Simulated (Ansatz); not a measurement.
# WS2 (R3m), one atom moved over a plane

All numbers below come from DFT PBEsol+D3(BJ), scalar-relativistic, plane waves, PAW (Ansatz). Settings: plane waves to 420 eV, k-mesh 12×12×12 (Γ-centred), Gaussian smearing 0.05 eV. Spin–orbit coupling is left out, which can shift energies with elements as heavy as these. No spin polarisation. Energies are free energies at this smearing, counted from the undisturbed cell; pressure is positive in compression.

Reference structure (as given, not relaxed at this level; it stands at -4.2 GPa; this form isn't the usual structure):

```xyz
3
Lattice="1.5790 0.9116 6.1633 -1.5790 0.9116 6.1633 0.0000 -1.8233 6.1633" Properties=species:S:1:pos:R:3 pbc="T T T"
W     0.0000    0.0000    0.0000
S     0.0000    0.0000   13.8730
S     0.0000    0.0000   10.7427
```

Atom 3 (S) is moved by p along (0.707, 0.707, 0.000) and q along (0.000, 0.000, 1.000) (Å), all else fixed. Points are written (p, q).

Energy above the undisturbed cell in eV/cell (a dash: not computed):

| p \ q | -0.300 | -0.150 | 0.000 | 0.150 | 0.300 |
| --- | --- | --- | --- | --- | --- |
| -0.300 | 0.95 | 0.56 | 0.49 | 0.88 | ? |
| 0.000 | ? | – | 0.00 | – | 0.86 |
| 0.300 | 0.93 | – | 0.41 | – | 1.65 |

Problem. Fill in the withheld energies.

Solution. (-0.300, 0.300): 1.90; (0.000, -0.300): 0.72.